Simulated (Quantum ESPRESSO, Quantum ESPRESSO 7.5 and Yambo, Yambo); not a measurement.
# Quasiparticle gap of InP (F-43m) in Yambo

Wanted: ground state, empty states, screening and self-energy for InP (F-43m).

Program: Quantum ESPRESSO 7.5 and Yambo 5.3.0. Level of theory: PBE and many-body steps on it, plane waves. Results are calculated unless marked as measured.

The database entry behind the starting cell differs from later determinations by our own check (0.1 to 0.3 % short, probably kX units), so it need not match the best structure at ambient conditions.

## (1) Starting point

The structure is cubic, space group F-43m (No. 216). The conventional cell has a = 5.861 Å, b = 5.861 Å, c = 5.861 Å, α = 90.00°, β = 90.00°, γ = 90.00°. In has 4 P at 2.54 Å nearest. Nearest to P lie 4 In at 2.54 Å. Farther neighbours are not listed.

The cell and positions come from the Crystallography Open Database and are kept as given unless a step says otherwise.

## (2) Ground state

This step: Quantum ESPRESSO 7.5; DFT, PBE with spin-orbit coupling, plane waves, norm-conserving pseudopotentials.

The ground-state density comes first.

File pw.in:

```
&control
  calculation = 'scf'
  prefix = 'x'
  outdir = 'o'
  pseudo_dir = 'pseudo'
/
&system
  ibrav = 0
  nat = 2
  ntyp = 2
  ecutwfc = 62.0
  nbnd = 28
  force_symmorphic = .true.
  noncolin = .true.
  lspinorb = .true.
/
&electrons
  conv_thr = 1e-10
  electron_maxstep = 80
  mixing_beta = 0.5
/
ATOMIC_SPECIES
  In 114.82 In.upf
  P 30.974 P.upf
CELL_PARAMETERS angstrom
  -0.0000000000 2.9305000000 2.9305000000
  2.9305000000 -0.0000000000 2.9305000000
  2.9305000000 2.9305000000 -0.0000000000
ATOMIC_POSITIONS crystal
  In 0.0000000000 0.0000000000 0.0000000000
  P 0.2500000000 0.2500000000 0.2500000000
K_POINTS automatic
  6 6 6 0 0 0
```

On the command line:

```sh
$ OMP_NUM_THREADS=1 mpirun -n 4 pw.x -nk 4 -in pw.in > pw.out
```

The program printed:

```text
Program PWSCF v.7.5 starts

     This program is part of the open-source Quantum ESPRESSO suite
     for quantum simulation of materials; please cite
         "P. Giannozzi et al., J. Phys.:Condens. Matter 21 395502 (2009);
         "P. Giannozzi et al., J. Phys.:Condens. Matter 29 465901 (2017);
         "P. Giannozzi et al., J. Chem. Phys. 152 154105 (2020);
     in publications or presentations arising from this work. More details at
     Message from routine setup:
     using ibrav=0 with symmetry is DISCOURAGED, use correct ibrav instead

     G-vector sticks info

     bravais-lattice index     =            0
     lattice parameter (alat)  =       7.8317  a.u.
     unit-cell volume          =     339.6658 (a.u.)^3
     number of atoms/cell      =            2
     number of atomic types    =            2
     number of electrons       =        18.00
     number of Kohn-Sham states=           28
     kinetic-energy cutoff     =      62.0000  Ry
     charge density cutoff     =     248.0000  Ry
     scf convergence threshold =      1.0E-10
     mixing beta               =       0.5000
     number of iterations used =            8  plain     mixing
     Exchange-correlation= PBE
                           (   1   4   3   4   0   0   0)
     Non magnetic calculation with spin-orbit

     celldm(1)=   7.831692  celldm(2)=   0.000000  celldm(3)=   0.000000
     celldm(4)=   0.000000  celldm(5)=   0.000000  celldm(6)=   0.000000

     crystal axes: (cart. coord. in units of alat)
               a(1) = (  -0.000000   0.707107   0.707107 )
               a(2) = (   0.707107  -0.000000   0.707107 )
               a(3) = (   0.707107   0.707107  -0.000000 )

     reciprocal axes: (cart. coord. in units 2 pi/alat)
               b(1) = ( -0.707107  0.707107  0.707107 )
               b(2) = (  0.707107 -0.707107  0.707107 )
               b(3) = (  0.707107  0.707107 -0.707107 )
     Pseudo is Norm-conserving + core correction, Zval = 13.0
     Generated using ONCVPSP code by D. R. Hamann
     Using radial grid of 1986 points, 10 beta functions with:
     Pseudo is Norm-conserving + core correction, Zval =  5.0
     Generated using ONCVPSP code by D. R. Hamann
     Using radial grid of 1298 points, 10 beta functions with:
     In               13.00   114.82000     In( 1.00)
     P                 5.00    30.97400     P ( 1.00)

     24 Sym. Ops. (no inversion) found

   Cartesian axes

     site n.     atom                  positions (alat units)
         1        In     tau(   1) = (   0.0000000   0.0000000   0.0000000  )
         2        P      tau(   2) = (   0.3535534   0.3535534   0.3535534  )

     number of k points=    16
                       cart. coord. in units 2pi/alat
        k(    1) = (   0.0000000   0.0000000   0.0000000), wk =   0.0046296
        k(    2) = (   0.1178511   0.1178511  -0.1178511), wk =   0.0370370
        k(    3) = (   0.2357023   0.2357023  -0.2357023), wk =   0.0370370
        k(    4) = (  -0.3535534  -0.3535534   0.3535534), wk =   0.0185185
        k(    5) = (   0.2357023   0.0000000  -0.0000000), wk =   0.0277778
        k(    6) = (   0.3535534   0.1178511  -0.1178511), wk =   0.1111111
        k(    7) = (  -0.2357023  -0.4714045   0.4714045), wk =   0.1111111
        k(    8) = (  -0.1178511  -0.3535534   0.3535534), wk =   0.1111111
        k(    9) = (   0.0000000  -0.2357023   0.2357023), wk =   0.0555556
        k(   10) = (   0.4714045   0.0000000  -0.0000000), wk =   0.0277778
     [... 4 further rows ...]
        k(   15) = (  -0.1178511  -0.3535534   0.5892557), wk =   0.1111111
        k(   16) = (  -0.7071068   0.2357023   0.0000000), wk =   0.0555556

     Dense  grid:    22227 G-vectors     FFT dimensions: (  40,  40,  40)

     Initial potential from superposition of free atoms

     starting charge      17.9959, renormalised to      18.0000
     Starting wfcs are   26 randomized atomic wfcs +    2 random wfcs

     per-process dynamical memory:    41.5 Mb

     Self-consistent Calculation

     iteration #  1     ecut=    62.00 Ry     beta= 0.50

     Threshold (ethr) on eigenvalues was too large:
     Diagonalizing with lowered threshold

     total energy              =    -146.69968001 Ry
     estimated scf accuracy    <       0.10538567 Ry

     iteration #  2     ecut=    62.00 Ry     beta= 0.50

     total energy              =    -146.72232391 Ry
     estimated scf accuracy    <       0.00679685 Ry

     iteration #  3     ecut=    62.00 Ry     beta= 0.50

     total energy              =    -146.72286912 Ry
     estimated scf accuracy    <       0.00134946 Ry

     iteration #  4     ecut=    62.00 Ry     beta= 0.50

     total energy              =    -146.72293093 Ry
     estimated scf accuracy    <       0.00003232 Ry

     iteration #  5     ecut=    62.00 Ry     beta= 0.50

     total energy              =    -146.72294615 Ry
     estimated scf accuracy    <       0.00000143 Ry

     iteration #  6     ecut=    62.00 Ry     beta= 0.50

     total energy              =    -146.72294668 Ry
     estimated scf accuracy    <       0.00000016 Ry

     iteration #  7     ecut=    62.00 Ry     beta= 0.50

     total energy              =    -146.72294675 Ry
     estimated scf accuracy    <       0.00000001 Ry

     iteration #  8     ecut=    62.00 Ry     beta= 0.50

     total energy              =    -146.72294675 Ry
     estimated scf accuracy    <          2.4E-09 Ry

     iteration #  9     ecut=    62.00 Ry     beta= 0.50

     total energy              =    -146.72294675 Ry
     estimated scf accuracy    <          3.8E-10 Ry

     iteration # 10     ecut=    62.00 Ry     beta= 0.50

     total energy              =    -146.72294675 Ry
     estimated scf accuracy    <          1.1E-10 Ry

     iteration # 11     ecut=    62.00 Ry     beta= 0.50

     End of self-consistent calculation

          k = 0.0000 0.0000 0.0000 (  2741 PWs)   bands (ev):

    -7.5356  -7.5356  -7.5356  -7.5356  -6.7513  -6.7513  -6.6501  -6.6501
    -6.6501  -6.6501  -4.3676  -4.3676   7.0828   7.0828   7.1818   7.1818
     7.1818   7.1818   7.8640   7.8640  10.9288  10.9288  11.3852  11.3852
    11.3852  11.3852  15.7428  15.7430

          k = 0.1179 0.1179-0.1179 (  2788 PWs)   bands (ev):

    -7.5400  -7.5400  -7.5370  -7.5284  -6.7547  -6.7547  -6.6629  -6.6629
    -6.6452  -6.6345  -4.0545  -4.0545   4.9649   4.9649   6.8017   6.8017
     6.8797   6.8927   8.9516   8.9516  11.4374  11.4374  11.7437  11.7437
    11.8116  11.8161  15.7488  15.7660

          k = 0.2357 0.2357-0.2357 (  2812 PWs)   bands (ev):

    -7.5509  -7.5509  -7.5320  -7.5234  -6.7571  -6.7571  -6.6840  -6.6840
    -6.6233  -6.6126  -3.2473  -3.2473   2.5835   2.5835   6.3186   6.3186
     6.4190   6.4303   8.8047   8.8047  11.9031  11.9031  12.1117  12.1164
    13.4416  13.4416  16.0697  16.0699

          k =-0.3536-0.3536 0.3536 (  2788 PWs)   bands (ev):

     [... further k-points ...]

     highest occupied, lowest unoccupied level (ev):     7.1818    7.8640

!    total energy              =    -146.72294675 Ry
     estimated scf accuracy    <          4.5E-13 Ry

     The total energy is the sum of the following terms:
     one-electron contribution =     -49.60651914 Ry
     hartree contribution      =      36.80059147 Ry
     xc contribution           =     -44.19661487 Ry
     ewald contribution        =     -89.72040421 Ry

     convergence has been achieved in  11 iterations

     XML data file, charge density, pseudopotentials, collected wavefunctions

=------------------------------------------------------------------------------=
   JOB DONE.
=------------------------------------------------------------------------------=
```

Wall time 14 s (4 MPI ranks of Arm Neoverse V1, shared host); peak memory 0.38 GiB.

Numbers from this step:

```yaml
total_energy: -1996.2674 eV
gap: 0.6821 eV
k_of_the_valence_top: 0, 0, 0
k_of_the_conduction_bottom: 0, 0, 0
least_direct_gap: 0.6821 eV
```

The gap is direct, at Γ.

## (3) Bands along the symmetry lines

The cheap functional maps the bands first; the places of the edges decide which points the dearer methods must see.

File pw.in:

```
&control
  calculation = 'bands'
  prefix = 'x'
  outdir = 'o'
  pseudo_dir = 'pseudo'
/
&system
  ibrav = 0
  nat = 2
  ntyp = 2
  ecutwfc = 62.0
  nbnd = 30
  force_symmorphic = .true.
  noncolin = .true.
  lspinorb = .true.
/
&electrons
  conv_thr = 1e-9
  electron_maxstep = 80
  diago_full_acc = .true.
  diago_thr_init = 5e-6
/
ATOMIC_SPECIES
  In 114.82 In.upf
  P 30.974 P.upf
CELL_PARAMETERS angstrom
  -0.0000000000 2.9305000000 2.9305000000
  2.9305000000 -0.0000000000 2.9305000000
  2.9305000000 2.9305000000 -0.0000000000
ATOMIC_POSITIONS crystal
  In 0.0000000000 0.0000000000 0.0000000000
  P 0.2500000000 0.2500000000 0.2500000000
K_POINTS crystal
  50
  0.00000000 0.00000000 0.00000000 1
  -0.06250000 -0.06250000 0.00000000 1
  -0.12500000 -0.12500000 0.00000000 1
  -0.18750000 -0.18750000 0.00000000 1
  -0.25000000 -0.25000000 0.00000000 1
  -0.31250000 -0.31250000 0.00000000 1
  -0.37500000 -0.37500000 0.00000000 1
  -0.43750000 -0.43750000 0.00000000 1
  -0.50000000 -0.50000000 0.00000000 1
  -0.48437500 -0.48437500 0.03125000 1
  -0.46875000 -0.46875000 0.06250000 1
  -0.45312500 -0.45312500 0.09375000 1
  -0.43750000 -0.43750000 0.12500000 1
  -0.42187500 -0.42187500 0.15625000 1
  -0.40625000 -0.40625000 0.18750000 1
  -0.39062500 -0.39062500 0.21875000 1
  -0.37500000 -0.37500000 0.25000000 1
  -0.37500000 0.00000000 0.37500000 1
  -0.32812500 0.00000000 0.32812500 1
  -0.28125000 0.00000000 0.28125000 1
  -0.23437500 0.00000000 0.23437500 1
  -0.18750000 0.00000000 0.18750000 1
  -0.14062500 0.00000000 0.14062500 1
  -0.09375000 0.00000000 0.09375000 1
  -0.04687500 0.00000000 0.04687500 1
  0.00000000 0.00000000 0.00000000 1
  0.00000000 0.00000000 0.06250000 1
  0.00000000 0.00000000 0.12500000 1
  0.00000000 0.00000000 0.18750000 1
  0.00000000 0.00000000 0.25000000 1
  0.00000000 0.00000000 0.31250000 1
  0.00000000 0.00000000 0.37500000 1
  0.00000000 0.00000000 0.43750000 1
  -0.00000000 -0.00000000 0.50000000 1
  -0.06250000 -0.03125000 0.46875000 1
  -0.12500000 -0.06250000 0.43750000 1
  -0.18750000 -0.09375000 0.40625000 1
  -0.25000000 -0.12500000 0.37500000 1
  -0.31250000 -0.15625000 0.34375000 1
  -0.37500000 -0.18750000 0.31250000 1
  -0.43750000 -0.21875000 0.28125000 1
  -0.50000000 -0.25000000 0.25000000 1
  -0.50000000 -0.28125000 0.21875000 1
  -0.50000000 -0.31250000 0.18750000 1
  -0.50000000 -0.34375000 0.15625000 1
  -0.50000000 -0.37500000 0.12500000 1
  -0.50000000 -0.40625000 0.09375000 1
  -0.50000000 -0.43750000 0.06250000 1
  -0.50000000 -0.46875000 0.03125000 1
  -0.50000000 -0.50000000 0.00000000 1
```

The program printed:

```text
[banner, memory and clock lines left out]
Program PWSCF v.7.5 starts

     Atomic positions and unit cell read from directory:
     o/x.save/

     Message from routine setup:
     using ibrav=0 with symmetry is DISCOURAGED, use correct ibrav instead

     G-vector sticks info

     bravais-lattice index     =            0
     lattice parameter (alat)  =       7.8317  a.u.
     unit-cell volume          =     339.6658 (a.u.)^3
     number of atoms/cell      =            2
     number of atomic types    =            2
     number of electrons       =        18.00
     number of Kohn-Sham states=           30
     kinetic-energy cutoff     =      62.0000  Ry
     charge density cutoff     =     248.0000  Ry
     Exchange-correlation= PBE
                           (   1   4   3   4   0   0   0)
     Non magnetic calculation with spin-orbit

     celldm(1)=   7.831692  celldm(2)=   0.000000  celldm(3)=   0.000000
     celldm(4)=   0.000000  celldm(5)=   0.000000  celldm(6)=   0.000000

     crystal axes: (cart. coord. in units of alat)
               a(1) = (  -0.000000   0.707107   0.707107 )
               a(2) = (   0.707107  -0.000000   0.707107 )
               a(3) = (   0.707107   0.707107  -0.000000 )

     reciprocal axes: (cart. coord. in units 2 pi/alat)
               b(1) = ( -0.707107  0.707107  0.707107 )
               b(2) = (  0.707107 -0.707107  0.707107 )
               b(3) = (  0.707107  0.707107 -0.707107 )
     Pseudo is Norm-conserving + core correction, Zval = 13.0
     Generated using ONCVPSP code by D. R. Hamann
     Using radial grid of 1986 points, 10 beta functions with:
     Pseudo is Norm-conserving + core correction, Zval =  5.0
     Generated using ONCVPSP code by D. R. Hamann
     Using radial grid of 1298 points, 10 beta functions with:
     In               13.00   114.82000     In( 1.00)
     P                 5.00    30.97400     P ( 1.00)

     24 Sym. Ops. (no inversion) found

   Cartesian axes

     site n.     atom                  positions (alat units)
         1        In     tau(   1) = (   0.0000000   0.0000000   0.0000000  )
         2        P      tau(   2) = (   0.3535534   0.3535534   0.3535534  )

     number of k points=    50
                       cart. coord. in units 2pi/alat
        k(    1) = (   0.0000000   0.0000000   0.0000000), wk =   0.0200000
        k(    2) = (   0.0000000   0.0000000  -0.0883883), wk =   0.0200000
        k(    3) = (   0.0000000   0.0000000  -0.1767767), wk =   0.0200000
[...]
[... 38 further rows ...]
        k(   49) = (   0.0441942  -0.0000000  -0.7071068), wk =   0.0200000
        k(   50) = (   0.0000000   0.0000000  -0.7071068), wk =   0.0200000

     Dense  grid:    22227 G-vectors     FFT dimensions: (  40,  40,  40)

     The potential is recalculated from file :
     o/x.save/charge-density

     Starting wfcs are   26 randomized atomic wfcs +    4 random wfcs

     Band Structure Calculation

     End of band structure calculation

          k = 0.0000 0.0000 0.0000 (  2741 PWs)   bands (ev):

    -7.5356  -7.5356  -7.5356  -7.5356  -6.7513  -6.7513  -6.6501  -6.6501
    -6.6501  -6.6501  -4.3676  -4.3676   7.0828   7.0828   7.1818   7.1818
     7.1818   7.1818   7.8640   7.8640  10.9288  10.9288  11.3852  11.3852
    11.3852  11.3852  15.7427  15.7428  16.5644  16.5644

          k = 0.0000 0.0000-0.0884 (  2754 PWs)   bands (ev):

[...]
11.5818  11.5818  15.9265  15.9265  16.0969  16.0971

          k = 0.0000 0.0000-0.1768 (  2782 PWs)   bands (ev):

[...]
12.0997  12.0997  14.9538  14.9538  16.7119  16.7122

          k =-0.0000 0.0000-0.2652 (  2790 PWs)   bands (ev):

[...]
k = 0.0000 0.0000-0.3536 (  2826 PWs)   bands (ev):

[...]
k = 0.0000-0.0000-0.4419 (  2810 PWs)   bands (ev):

[...]
k =-0.0000 0.0000-0.5303 (  2810 PWs)   bands (ev):

[...]
k = 0.0000-0.0000-0.6187 (  2814 PWs)   bands (ev):

[...]
k = 0.5303-0.0000-0.5303 (  2810 PWs)   bands (ev):

[...]
k = 0.0000 0.0000 0.0000 (  2741 PWs)   bands (ev):

[...]
k = 0.1326 0.0000-0.7071 (  2806 PWs)   bands (ev):

[...]
k = 0.0884-0.0000-0.7071 (  2806 PWs)   bands (ev):

[...]
k = 0.0442-0.0000-0.7071 (  2794 PWs)   bands (ev):

[...]
16.4574  16.5311  16.8439  16.8904  18.0223  18.0223

          k = 0.0000 0.0000-0.7071 (  2778 PWs)   bands (ev):

[...]
-6.6057  -6.6057  -1.9946  -1.9946   1.4008   1.4008   4.7769   4.7769
     4.8759   4.8759   8.9109   8.9109   9.4175   9.4175  16.3856  16.3856
    16.5823  16.5824  16.8534  16.8535  17.9502  17.9503

     XML data file, pseudopotentials, collected wavefunctions
```

Elapsed: 16 s, on 4 MPI ranks; peak memory 0.28 GiB.

This step gave:

```yaml
gap: 0.6821 eV
k_of_the_valence_top: 0, 0, 0
k_of_the_conduction_bottom: 0, 0, 0
least_direct_gap: 0.6821 eV
```

The gap is 0.682 eV, as in the run before at this level.

Electronic bands along the path, in eV, zero at the top of the highest filled band:

| point | band 15 | band 16 | band 17 | band 18 | band 19 | band 20 | band 21 | band 22 |
| --- | --- | --- | --- | --- | --- | --- | --- | --- |
| Γ | 0.00 | 0.00 | 0.00 | 0.00 | 0.68 | 0.68 | 3.75 | 3.75 |
| halfway | -1.49 | -1.49 | -1.40 | -1.40 | 2.45 | 2.45 | 3.11 | 3.11 |
| X | -2.40 | -2.40 | -2.31 | -2.31 | 1.73 | 1.73 | 2.24 | 2.24 |
| halfway | -2.83 | -2.75 | -2.26 | -2.25 | 2.00 | 2.01 | 2.83 | 2.86 |
| U | -3.39 | -3.30 | -1.98 | -1.97 | 2.32 | 2.33 | 4.35 | 4.37 |
| jump to K | -3.39 | -3.30 | -1.98 | -1.97 | 2.32 | 2.33 | 4.35 | 4.37 |
| halfway | -2.09 | -2.00 | -0.61 | -0.59 | 2.80 | 2.80 | 4.55 | 4.73 |
| Γ | 0.00 | 0.00 | 0.00 | 0.00 | 0.68 | 0.68 | 3.75 | 3.75 |
| halfway | -0.64 | -0.64 | -0.55 | -0.54 | 1.76 | 1.76 | 4.61 | 4.61 |
| L | -1.06 | -1.06 | -0.95 | -0.95 | 1.47 | 1.47 | 4.68 | 4.68 |
| halfway | -2.77 | -2.68 | -1.70 | -1.62 | 3.12 | 3.15 | 4.11 | 4.19 |
| W | -3.07 | -2.99 | -2.93 | -2.88 | 4.26 | 4.27 | 4.34 | 4.37 |
| halfway | -2.78 | -2.69 | -2.64 | -2.62 | 2.62 | 2.69 | 3.07 | 3.08 |
| X | -2.40 | -2.40 | -2.31 | -2.31 | 1.73 | 1.73 | 2.24 | 2.24 |

[end of part 1 of 3]

[Paths, hosts, dates, memory and timing lines, banners, echoed tables and standing remarks are left out of the program output.]

[Logs are printed without paths, hosts, clocks, repeated set-up lines and the standing remarks that a program may print on its own settings, such as how far it seeks lower states.]

[Runs of the session that timed out or met a known fault of the program may be left out.]

[Hosts, paths, dates, database ids (printed as entryN), source tags and the programs' standing remarks are cut or masked in the printed files.]
